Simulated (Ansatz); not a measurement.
SiC (zincblende), relaxed with r2SCAN in Ansatz. It is cubic, F-43m (No. 216); a = 4.356 Å in the conventional setting, 10.33 Å³ an atom. Around Si lie 4 C at 1.89 Å; around C lie 4 Si at 1.89 Å.

The axes x, y and z are those of this cell:
```yaml
crystal:
  lattice:
    - [0.00000, 2.17805, 2.17805]
    - [2.17805, 0.00000, 2.17805]
    - [2.17805, 2.17805, 0.00000]
  atoms:
    - { symbol: Si, position: [0.00000, 0.00000, 0.00000] }
    - { symbol: C, position: [0.25000, 0.25000, 0.25000] }
```

Unstrained: The PBE gap is indirect, 1.358 eV (Γ to X), below the direct gap of 4.547 eV at X. r2SCAN gives an indirect gap of 1.713 eV, from Γ to X; the least direct gap is 5.048 eV at X. HSE06 gives an indirect gap of 2.227 eV, from Γ to X; the least direct gap is 5.720 eV at X. Meshes: PBE 10×10×10, r2SCAN 10×10×10, HSE06 8×8×8. Strains are changes of length per length. After each strain the atoms were relaxed again with r2SCAN within the symmetry that the strain leaves, so tilts or polar shifts that break it weren't tested; points keep the names that they have in the unstrained zone. No spin polarisation and no zero-point or thermal motion.

Question: Apply epitaxial -0.5 % in the xy plane, free normal strain +0.33 %. How far does the gap move, against the unstrained cell?

Answer: PBE: the gap goes from 1.358 to 1.308 eV (-0.050 eV); the X points, equivalent before, split by 76 meV, and the conduction bottom lies at those like (0, 1/2, 1/2); with r2SCAN the top three valence levels at Γ, degenerate before, become 2+1 from the top over 60 meV. r2SCAN: the gap goes from 1.713 to 1.663 eV (-0.050 eV); the X points, equivalent before, split by 79 meV, and the conduction bottom lies at those like (0, 1/2, 1/2). HSE06: the gap goes from 2.227 to 2.177 eV (-0.050 eV); the X points, equivalent before, split by 79 meV, and the conduction bottom lies at those like (0, 1/2, 1/2). The r2SCAN energy rises by 0.8 meV an atom.

Question: Apply uniaxial +5.0 % along z, other directions held. How far does the gap move, against the unstrained cell?

Answer: PBE: the gap goes from 1.358 to 1.150 eV (-0.208 eV); the X points, equivalent before, split by 428 meV, and the conduction bottom lies at those like (0, 1/2, 1/2); with r2SCAN the top three valence levels at Γ, degenerate before, become 2+1 from the top over 368 meV. r2SCAN: the gap goes from 1.713 to 1.482 eV (-0.231 eV); the X points, equivalent before, split by 447 meV, and the conduction bottom lies at those like (0, 1/2, 1/2). HSE06: the gap goes from 2.227 to 1.993 eV (-0.234 eV); the X points, equivalent before, split by 443 meV, and the conduction bottom lies at those like (0, 1/2, 1/2). The r2SCAN energy rises by 32.6 meV an atom.

Question: Apply uniaxial -0.5 % along x, other directions held. How far does the gap move, against the unstrained cell?

Answer: PBE: the gap goes from 1.358 to 1.301 eV (-0.057 eV); the X points, equivalent before, split by 46 meV, and the conduction bottom lies at those like (0, 1/2, 1/2); with r2SCAN the top three valence levels at Γ, degenerate before, become 1+2 from the top over 35 meV. r2SCAN: the gap goes from 1.713 to 1.655 eV (-0.058 eV); the X points, equivalent before, split by 48 meV, and the conduction bottom lies at those like (0, 1/2, 1/2). HSE06: the gap goes from 2.227 to 2.169 eV (-0.058 eV); the X points, equivalent before, split by 47 meV, and the conduction bottom lies at those like (0, 1/2, 1/2). The r2SCAN energy rises by 0.3 meV an atom.

Question: One strain changed the r2SCAN stress by xx +19.54, yy +19.54, zz +19.54, xy -9.77, xz -9.77, yz -9.77 GPa (compression positive) and the gap by -0.334 eV (PBE), -0.326 eV (r2SCAN), -0.315 eV (HSE06). Which kind of strain was it, and roughly how large?

Answer: Epitaxial -4.0 % in the plane normal to [111], free normal strain +0.80 %. The pattern of the stress gives the kind; the size needs the stiffness, so it is an estimate.

Question: One strain changed the r2SCAN stress by xx -2.21, yy -2.21, zz -2.21, xy -1.71, xz -1.71, yz -1.71 GPa (compression positive) and the gap by -0.023 eV (PBE), -0.027 eV (r2SCAN), -0.027 eV (HSE06). Which kind of strain was it, and roughly how large?

Answer: Uniaxial +1.0 % along [111], other directions held. The pattern of the stress gives the kind; the size needs the stiffness, so it is an estimate.

The meshes of the hybrids are coarse, so their gaps aren't converged to the digits shown.

The splittings at Γ are without spin-orbit coupling, which regroups them where it is of like size or larger.
